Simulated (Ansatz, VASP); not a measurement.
# One calculation of CdSe, two programs

File INCAR:

```
SYSTEM = CdSe
PREC     = Accurate       ! precision mode
ENCUT    = 520            ! plane-wave cutoff, eV
EDIFF    = 1E-7           ! SCF threshold, eV
ISMEAR   = -1             ! smearing method
SIGMA    = 0.03           ! smearing width, eV
LREAL    = .False.        ! projectors in reciprocal space
LASPH    = .True.         ! aspherical terms in the spheres
NELM     = 100            ! most SCF steps
ALGO     = Normal         ! electronic algorithm
ISIF     = 2              ! what is computed and relaxed
LWAVE    = .False.        ! write WAVECAR
LCHARG   = .False.        ! write CHGCAR
NBANDS   = 16             ! bands
```

File KPOINTS:

```
Automatic mesh
0
Gamma
  8 8 8
  0 0 0
```

POSCAR

```
CdSe
1.0
    0.0000000000      3.0702711986      3.1623793346
    3.0702711986      0.0000000000      3.1623793346
    3.0702711986      3.0702711986      0.0000000000
Cd Se
1 1
Direct
    0.0000000000      0.0000000000      0.0000000000
    0.2500000000      0.2500000000      0.2500000000
```

Input for Ansatz:

```yaml
crystal:
  lattice:
    - [0.0, 3.0702711986, 3.1623793346]
    - [3.0702711986, 0.0, 3.1623793346]
    - [3.0702711986, 3.0702711986, 0.0]
  atoms:
    - { symbol: Cd, position: [0.0, 0.0, 0.0] }
    - { symbol: Se, position: [0.25, 0.25, 0.25] }
kpoints:
  mp_grid: { grid: [8, 8, 8] }
  band_path:
    path:
      - [0.0, 0.0, 0.0]
      - [0.5, 0.0, 0.5]
      - [0.75, 0.25, 0.5]
      - [0.5, 0.5, 0.5]
      - [0.0, 0.0, 0.0]
      - [0.5, 0.5, 0.0]
      - [0.6321755114, 0.6321755114, 0.2643510227]
      - [0.3678244886, 0.3678244886, 0.7356489773]
      - [0.0, 0.0, 0.0]
    npoints: 5
scf:
  occupations: { method: fermi_dirac, width: 0.03 }
hamiltonian:
  xc: lda
  pseudopotentials: { kind: all_electron, lapw: { basis_error: 0.001 } }
output:
  forces: true
  stress: true
  eigenvalues: true
```

Change from the starting cell: zz strain of +3 %.

Alike in both runs: task single point; functional LDA; k mesh 8 × 8 × 8; occupations fermi-dirac, width 0.03 eV; no spin polarisation.

```csv
,VASP,Ansatz
version,VASP 6.6.1,Ansatz 0.2.0
potentials or method,"VASP PAW LDA potentials, release 64 (Cd, Se)","all-electron LAPW, scalar-relativistic"
plane-wave cutoff (eV),520,see its input
```

Ansatz gave:

* pressure (GPa): -4.4
* largest component of the traceless stress (GPa): 0.47

**Question.** Which values does VASP return?

**Answer.** Pressure (GPa): -4.1; largest component of the traceless stress (GPa): 0.47.

Ansatz ran all-electron here, so the differences hold the error of VASP's frozen core and of both bases.
